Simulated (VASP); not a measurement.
A run of VASP 6.6.1:

INCAR

```
SYSTEM = CsSnBr3
PREC = Accurate ; ENCUT = 300
EDIFF = 1E-7 ; ISMEAR = 0
SIGMA = 0.03 ; LREAL = .FALSE.
LASPH = .TRUE. ; NELM = 80
ALGO = Normal ; ISIF = 3
LWAVE = .FALSE. ; LCHARG = .FALSE.
GGA = PE ; IBRION = 2
NSW = 90 ; EDIFFG = -0.005
```

Contents of KPOINTS:

```
regular mesh
0
G
  3 3 3
  0 0 0
```

The input POSCAR:

```
CsSnBr3                                 
1.0
    5.8481479521     -0.0000000000      0.0000000000
   -0.0000000000      5.8481479521      0.0000000000
   -0.0000000000     -0.0000000000      5.8481479521
  Cs              Sn              Br            
     1     1     3
Direct
     0.0000000000000000    0.0000000000000000    0.0000000000000000
     0.5000000000000000    0.5000000000000000    0.5000000000000000
     0.5000000000000000    0.0000000000000000    0.5000000000000000
     0.5000000000000000    0.5000000000000000    0.0000000000000000
     0.0000000000000000    0.5000000000000000    0.5000000000000000
```

Potentials or basis: VASP PAW PBE potentials, release 64 (Cs_sv, Sn, Br).

Run with:

```bash
$ cat potpaw_PBE.64/Cs_sv/POTCAR potpaw_PBE.64/Sn/POTCAR potpaw_PBE.64/Br/POTCAR > POTCAR
$ mpirun -np 1 vasp_std > vasp.out
```

Hardware: 1 thread of Intel(R) Xeon(R) Platinum 8488C (Sapphire Rapids), with other jobs on the host.

Q: Estimate the wall time of this run.

A: Run time: 23 s on 1 thread of Intel(R) Xeon(R) Platinum 8488C (Sapphire Rapids) (shared host), peak memory 0.2 GiB. Counts: scf iterations 22, k points 4, ion steps 2.
